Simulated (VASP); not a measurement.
**CsI (CsCl type): computed properties**

Computed with PBEsol GGA, VASP's PBE PAW potentials (set 64) (plane waves; VASP).

- space group = Pm-3m (221)
- cell = a = 4.5164 Å, b = 4.5164 Å, c = 4.5164 Å, α = 90.00°, β = 90.00°, γ = 90.00°
- volume per atom = 46.06 Å^3/atom
- band gap (over mesh and band path) = 3.81 eV
- smallest direct gap (over mesh and band path) = 3.89 eV
- Hill bulk modulus = 127 kbar
- Hill shear modulus = 7.9 GPa
- Poisson's ratio = 0.243
- band-edge character without spin-orbit coupling = indirect, M to Γ
- band gap with spin-orbit coupling = 3.56 eV
- density = 4.68 g/cm³
- mean ε∞ (DFPT) = 3.49
- mean ε∞ (independent particles) = 3.86
- mean static ε = 7.81
- optical Γ-point spectrum = 58 (×3) cm⁻¹
- C11 = 24.8 GPa
- C12 = 6.6 GPa
- C44 = 7.1 GPa

```
CsI
1.0
    4.51645     0.00000     0.00000
    0.00000     4.51645     0.00000
    0.00000     0.00000     4.51645
Cs I
1 1
Direct
  0.00000   0.00000   0.00000
  0.50000   0.50000   0.50000
```

Measured: gap 6.20 eV (computed value off by -2.39 eV), as given by Aguado et al., (1998), arXiv:cond-mat/9809176; ε∞ 3.04 at 297 K (computed value off by +14.8 %), as given by H. H. Li, Journal of Physical and Chemical Reference Data (1976), doi:10.1063/1.555536 [long-wavelength limit of the electronic terms of a dispersion formula fitted to measured refractive indices over 0.25-67.0 um; lattice terms left out]. Unless said otherwise, spin-orbit coupling is left out, though it shifts the bands of the heavy elements here.

The compound is CsI in the CsCl type structure. It was relaxed first. Symmetry was kept, so distortions that lower it aren't found.
